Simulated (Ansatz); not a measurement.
Born–Oppenheimer molecular dynamics of a periodic cell of 49 atoms, Si₁₆HO₃₂ (host SiO2, host structure C222_1, interstitial H). It starts from a relaxed structure.

The calculation used Ansatz, DFT PBEsol, scalar-relativistic, plane waves, PAW. Settings: accuracy low, PAW set soft_1, cutoff 420 eV, k mesh 1x1x1, fermi-dirac smearing 0.05 eV, spin collinear.

| Property | Result |
| --- | --- |
| ensemble | NVT, Nosé–Hoover chain |
| time step | 0.5 fs |
| steps asked | 300 |
| set temperature | 900 K |
| thermostat | time constant 200 fs, chain length 3 |
| seed | 254484 |

Frames 0.5 fs apart, positions in Å, forces in eV/Å.

Velocities at 125 fs (Å/ps):

```
Si -5.88 1.42 -4.30
Si -1.43 5.97 -0.98
Si 3.93 3.76 8.33
Si -3.38 0.34 8.89
O -4.83 -3.02 4.09
O 2.92 -2.72 -0.71
O -3.46 -8.80 -0.79
O 7.03 8.16 -3.80
O -1.90 3.41 -8.53
O 2.18 7.15 1.92
O 0.42 -4.07 -7.15
O 7.98 -5.53 2.34
Si 0.28 -1.99 -4.96
Si -2.73 -0.30 -6.24
Si 10.82 -4.63 -4.68
Si 4.95 -2.98 -6.09
O -0.60 -1.38 -7.48
O -7.55 0.75 11.81
O -0.61 1.59 -1.72
O -4.40 -3.65 -6.37
O 3.75 -2.07 4.02
O -1.12 1.47 4.77
O 2.85 1.71 9.74
O -0.48 2.90 1.20
Si -2.54 0.80 -3.08
Si -3.12 -2.73 -1.66
Si 3.11 -1.60 -3.05
Si -3.17 -7.78 -2.26
O -3.59 -0.53 8.48
O 5.68 2.12 3.80
O 0.78 -3.28 2.53
O 8.06 0.80 -6.87
O -7.31 3.96 -6.59
O 1.93 10.19 1.40
O -2.90 -4.84 -0.11
O -4.65 -0.54 3.41
Si 2.16 3.64 5.37
Si 1.95 0.09 1.86
Si 2.68 4.71 3.96
Si -2.44 2.00 -5.88
O 1.91 -7.09 5.36
O -5.72 -1.72 1.67
O 7.49 -3.09 5.28
O 1.11 0.62 -2.13
O -9.58 -4.09 3.79
O -0.38 0.36 4.41
O -1.03 1.35 2.14
O -2.04 9.32 -3.29
H -16.48 -11.38 -11.34
```

```xyz
49
Lattice="-10.0780 0.0000 0.0000 0.0000 -8.7640 0.0000 0.0000 0.0000 8.2350" Properties=species:S:1:pos:R:3:forces:R:3 time_fs=125 energy_less_start_eV=3.031 T=494
Si -4.949 -3.151 4.676 1.30 2.08 -1.56
Si -5.152 -5.922 0.479 -0.34 -2.25 -0.60
Si -5.221 -3.114 7.642 3.45 -0.61 0.94
Si -4.839 -6.022 3.573 -0.03 -0.56 1.03
O -4.975 -6.426 2.042 -0.22 0.54 -2.11
O -5.259 -3.604 6.146 -0.66 -1.24 0.10
O -4.635 -4.427 3.771 0.13 -0.98 -0.61
O -5.369 -4.323 0.459 -0.53 -0.45 0.08
O -6.202 -2.324 4.026 0.29 0.22 0.21
O -3.823 -6.379 7.813 -1.29 1.19 0.54
O -3.725 -2.521 -0.322 0.16 1.01 0.39
O -6.091 -6.553 4.429 -2.09 -0.19 0.03
Si -2.262 -7.449 4.638 -0.83 -1.83 -1.11
Si -2.740 -1.506 0.536 -1.45 -1.11 0.55
Si -2.550 -7.352 7.773 -0.91 -0.97 0.00
Si -2.490 -1.699 3.621 0.69 0.08 0.79
O -3.051 -1.883 2.120 0.32 0.07 -1.03
O -2.100 -7.593 6.215 -0.14 -0.33 1.94
O -2.181 -0.112 3.832 0.74 -0.08 0.62
O -3.059 0.082 0.388 0.61 -0.31 -1.07
O -3.710 -7.002 4.173 -0.17 1.27 0.17
O -1.260 -1.909 8.285 -0.63 1.19 0.71
O -1.354 -6.779 0.427 1.42 1.47 0.17
O -3.533 -2.255 4.746 -1.74 -0.24 -0.45
Si -9.796 -2.952 4.621 -3.95 0.28 0.60
Si -0.235 -5.555 0.574 -0.85 -0.32 0.08
Si -0.044 -2.744 7.732 0.22 -0.63 -1.67
Si -9.992 -5.696 3.583 0.26 -0.18 -1.82
O -0.212 -5.020 2.129 -0.13 -0.51 -0.97
O 0.162 -2.368 6.139 0.53 -0.43 0.49
O -9.729 -4.560 4.598 1.31 3.10 2.00
O -0.541 -4.330 -0.507 1.03 -0.59 1.47
O -1.169 -2.602 3.869 0.96 -0.07 0.11
O -8.880 -6.292 8.607 -1.20 1.10 0.21
O -8.791 -2.370 0.336 0.74 -0.12 0.08
O -1.159 -6.418 4.184 -0.64 -0.75 -0.24
Si -7.583 -7.249 4.563 0.90 4.76 1.45
Si -7.508 -1.313 0.327 -1.52 0.45 1.53
Si -7.995 -7.120 7.604 3.49 -0.61 -0.16
Si -7.390 -1.315 3.533 1.64 -1.62 -2.07
O -7.038 -0.987 1.901 -1.04 -0.59 0.68
O -8.147 -6.718 6.038 -0.10 -1.16 0.08
O -7.409 -0.008 4.439 0.11 -2.00 0.01
O -8.164 0.045 -0.319 0.56 -0.36 -0.31
O -8.655 -6.561 3.577 0.69 -1.26 -1.05
O -6.287 -2.002 7.766 -2.39 2.41 0.59
O -6.412 -6.763 -0.206 0.11 0.57 0.35
O -8.747 -2.121 3.812 1.26 0.46 -1.07
H 0.478 -0.132 2.803 -0.09 0.06 -0.12
49
Lattice="-10.0780 0.0000 0.0000 0.0000 -8.7640 0.0000 0.0000 0.0000 8.2350" Properties=species:S:1:pos:R:3:forces:R:3 time_fs=125.5 energy_less_start_eV=2.972 T=504
Si -4.952 -3.150 4.674 1.36 2.02 -1.50
Si -5.153 -5.919 0.478 -0.24 -2.30 -0.51
Si -5.219 -3.113 7.646 3.37 -0.60 0.58
Si -4.841 -6.022 3.578 0.13 -0.69 0.82
O -4.978 -6.427 2.044 -0.23 0.60 -2.10
O -5.257 -3.606 6.145 -0.67 -1.15 0.19
O -4.637 -4.432 3.771 0.13 -0.73 -0.53
O -5.366 -4.319 0.457 -0.57 -0.62 0.22
O -6.203 -2.322 4.021 0.33 0.15 0.23
O -3.822 -6.375 7.814 -1.16 1.08 0.55
O -3.725 -2.523 -0.326 0.26 1.08 0.42
O -6.087 -6.556 4.430 -2.27 -0.23 0.14
Si -2.261 -7.450 4.636 -0.82 -1.88 -0.82
Si -2.741 -1.506 0.533 -1.42 -1.14 0.56
Si -2.545 -7.354 7.771 -1.19 -0.80 0.26
Si -2.487 -1.700 3.618 0.42 0.19 0.78
O -3.051 -1.883 2.117 0.33 0.08 -0.95
O -2.104 -7.593 6.221 -0.05 -0.35 1.47
O -2.181 -0.111 3.831 0.76 -0.16 0.60
O -3.061 0.080 0.385 0.63 -0.23 -1.08
O -3.708 -7.003 4.176 -0.30 1.33 0.13
O -1.261 -1.908 8.287 -0.49 1.10 0.64
O -1.352 -6.778 0.432 1.32 1.37 0.11
O -3.534 -2.254 4.746 -1.73 -0.25 -0.53
Si -9.797 -2.951 4.619 -3.88 0.28 0.60
Si -0.237 -5.557 0.574 -0.80 -0.16 0.18
Si -0.043 -2.745 7.730 0.08 -0.55 -1.58
Si -9.993 -5.700 3.582 0.22 0.01 -1.65
O -0.214 -5.021 2.134 -0.15 -0.51 -1.16
O 0.165 -2.366 6.141 0.52 -0.44 0.31
O -9.728 -4.561 4.599 1.27 3.09 1.90
O -0.537 -4.330 -0.511 0.99 -0.67 1.51
O -1.173 -2.600 3.865 1.20 -0.19 0.18
O -8.879 -6.287 8.608 -1.15 1.04 0.19
O -8.792 -2.372 0.336 0.86 -0.05 0.11
O -1.161 -6.418 4.185 -0.58 -0.70 -0.24
Si -7.582 -7.247 4.565 0.87 4.55 1.37
Si -7.508 -1.313 0.328 -1.62 0.44 1.53
Si -7.994 -7.117 7.606 3.42 -0.64 -0.16
Si -7.391 -1.314 3.530 1.68 -1.56 -1.96
O -7.037 -0.990 1.904 -1.05 -0.55 0.54
O -8.150 -6.719 6.039 -0.07 -1.13 0.11
O -7.405 -0.009 4.441 0.08 -1.82 -0.01
O -8.164 0.045 -0.320 0.57 -0.35 -0.27
O -8.660 -6.563 3.579 0.87 -1.36 -1.01
O -6.287 -2.002 7.769 -2.34 2.39 0.57
O -6.413 -6.762 -0.205 0.13 0.60 0.34
O -8.748 -2.116 3.811 1.10 0.36 -1.00
H 0.470 -0.137 2.797 -0.09 0.07 -0.12
49
Lattice="-10.0780 0.0000 0.0000 0.0000 -8.7640 0.0000 0.0000 0.0000 8.2350" Properties=species:S:1:pos:R:3:forces:R:3 time_fs=126 energy_less_start_eV=2.917 T=513
Si -4.955 -3.149 4.672 1.41 1.96 -1.43
Si -5.153 -5.917 0.478 -0.14 -2.34 -0.42
Si -5.216 -3.111 7.651 3.25 -0.56 0.23
Si -4.842 -6.022 3.583 0.27 -0.83 0.59
O -4.980 -6.428 2.046 -0.23 0.65 -2.08
O -5.256 -3.607 6.145 -0.68 -1.07 0.27
O -4.638 -4.436 3.771 0.12 -0.48 -0.44
O -5.362 -4.315 0.455 -0.62 -0.79 0.36
O -6.204 -2.321 4.017 0.37 0.09 0.26
O -3.821 -6.372 7.815 -1.02 0.96 0.56
O -3.724 -2.525 -0.329 0.36 1.14 0.45
O -6.084 -6.559 4.431 -2.44 -0.27 0.24
Si -2.261 -7.452 4.633 -0.82 -1.91 -0.54
Si -2.743 -1.507 0.530 -1.39 -1.16 0.57
Si -2.539 -7.356 7.769 -1.46 -0.62 0.55
Si -2.485 -1.702 3.615 0.15 0.30 0.77
O -3.051 -1.884 2.113 0.33 0.08 -0.85
O -2.108 -7.593 6.227 0.05 -0.38 0.97
O -2.181 -0.110 3.830 0.77 -0.24 0.57
O -3.063 0.078 0.381 0.65 -0.16 -1.09
O -3.706 -7.003 4.178 -0.42 1.38 0.09
O -1.261 -1.907 8.290 -0.35 1.01 0.56
O -1.351 -6.777 0.437 1.20 1.27 0.05
O -3.534 -2.252 4.747 -1.71 -0.25 -0.62
Si -9.799 -2.951 4.618 -3.79 0.29 0.60
Si -0.238 -5.558 0.573 -0.74 -0.01 0.27
Si -0.041 -2.746 7.729 -0.06 -0.46 -1.47
Si -9.995 -5.704 3.581 0.18 0.20 -1.47
O -0.215 -5.021 2.138 -0.17 -0.51 -1.34
O 0.168 -2.366 6.143 0.50 -0.44 0.13
O -9.727 -4.562 4.601 1.22 3.04 1.79
O -0.532 -4.330 -0.514 0.95 -0.74 1.55
O -1.176 -2.598 3.862 1.43 -0.32 0.25
O -8.878 -6.282 8.608 -1.09 0.97 0.15
O -8.794 -2.375 0.336 0.96 0.03 0.15
O -1.163 -6.419 4.187 -0.51 -0.66 -0.24
Si -7.581 -7.244 4.568 0.84 4.30 1.30
Si -7.507 -1.313 0.330 -1.71 0.43 1.53
Si -7.992 -7.115 7.608 3.34 -0.67 -0.15
Si -7.392 -1.313 3.527 1.70 -1.49 -1.83
O -7.036 -0.994 1.907 -1.05 -0.51 0.39
O -8.153 -6.720 6.040 -0.05 -1.11 0.13
O -7.401 -0.011 4.444 0.04 -1.61 -0.01
O -8.163 0.045 -0.321 0.58 -0.33 -0.24
O -8.665 -6.565 3.581 1.04 -1.45 -0.96
O -6.288 -2.001 7.771 -2.26 2.33 0.54
O -6.413 -6.762 -0.204 0.14 0.62 0.34
O -8.749 -2.111 3.809 0.93 0.24 -0.92
H 0.461 -0.143 2.792 -0.09 0.07 -0.12
49
Lattice="-10.0780 0.0000 0.0000 0.0000 -8.7640 0.0000 0.0000 0.0000 8.2350" Properties=species:S:1:pos:R:3:forces:R:3 time_fs=126.5 energy_less_start_eV=2.867 T=522
Si -4.958 -3.148 4.669 1.45 1.88 -1.35
Si -5.154 -5.914 0.477 -0.04 -2.36 -0.34
Si -5.214 -3.109 7.655 3.10 -0.50 -0.12
Si -4.844 -6.022 3.587 0.41 -0.96 0.36
O -4.983 -6.430 2.047 -0.24 0.70 -2.03
O -5.255 -3.609 6.145 -0.69 -0.98 0.34
O -4.640 -4.441 3.770 0.12 -0.22 -0.36
O -5.359 -4.311 0.453 -0.66 -0.96 0.50
O -6.205 -2.319 4.013 0.42 0.02 0.29
O -3.821 -6.368 7.816 -0.88 0.84 0.57
O -3.724 -2.526 -0.333 0.45 1.20 0.48
O -6.081 -6.562 4.432 -2.59 -0.30 0.34
Si -2.261 -7.453 4.630 -0.82 -1.94 -0.27
Si -2.745 -1.507 0.527 -1.35 -1.17 0.57
Si -2.534 -7.359 7.766 -1.72 -0.44 0.87
Si -2.482 -1.703 3.612 -0.12 0.41 0.76
O -3.052 -1.885 2.109 0.33 0.08 -0.74
O -2.111 -7.593 6.233 0.15 -0.41 0.46
O -2.181 -0.110 3.829 0.78 -0.33 0.54
O -3.065 0.076 0.378 0.66 -0.09 -1.09
O -3.704 -7.004 4.180 -0.53 1.43 0.06
O -1.262 -1.905 8.293 -0.21 0.92 0.47
O -1.349 -6.775 0.442 1.07 1.15 -0.03
O -3.535 -2.251 4.747 -1.68 -0.25 -0.71
Si -9.801 -2.950 4.616 -3.67 0.33 0.59
Si -0.240 -5.560 0.572 -0.68 0.15 0.35
Si -0.040 -2.747 7.727 -0.19 -0.38 -1.35
Si -9.996 -5.708 3.579 0.14 0.40 -1.28
O -0.217 -5.021 2.141 -0.19 -0.51 -1.51
O 0.171 -2.365 6.145 0.48 -0.44 -0.05
O -9.726 -4.563 4.603 1.16 2.96 1.67
O -0.528 -4.329 -0.517 0.90 -0.80 1.58
O -1.179 -2.596 3.859 1.65 -0.44 0.32
O -8.878 -6.276 8.609 -1.01 0.90 0.11
O -8.795 -2.377 0.336 1.06 0.10 0.18
O -1.166 -6.420 4.189 -0.44 -0.60 -0.25
Si -7.580 -7.242 4.571 0.80 4.01 1.21
Si -7.506 -1.313 0.331 -1.80 0.42 1.54
Si -7.990 -7.113 7.610 3.24 -0.69 -0.13
Si -7.393 -1.312 3.524 1.73 -1.42 -1.69
O -7.036 -0.998 1.909 -1.05 -0.46 0.23
O -8.156 -6.721 6.041 -0.02 -1.08 0.16
O -7.397 -0.013 4.447 0.01 -1.38 -0.02
O -8.162 0.045 -0.323 0.58 -0.31 -0.20
O -8.669 -6.568 3.582 1.20 -1.54 -0.92
O -6.289 -2.000 7.773 -2.15 2.25 0.50
O -6.414 -6.761 -0.203 0.16 0.64 0.33
O -8.749 -2.107 3.807 0.74 0.11 -0.83
H 0.452 -0.148 2.785 -0.09 0.07 -0.11
```

Of the whole run (150 fs, mean temperature of the second half 490 K): The conserved energy stayed within 0.092 meV per atom of its start (net change 0.033 meV per atom), so the integration is sound. The mean temperature of the second half is 46 % below the set value. A run of 0.15 ps of so small a system gives no equilibrium averages. Limits of this set-up: coarse k mesh, PAW files made for another functional, a small cell, in which the defect meets its images, a typed lattice constant that wasn't relaxed here, low accuracy level.

Time of the run: 19 min on 4 threads of Arm Neoverse V2, with other jobs on the host, peak memory 0.99 GiB.
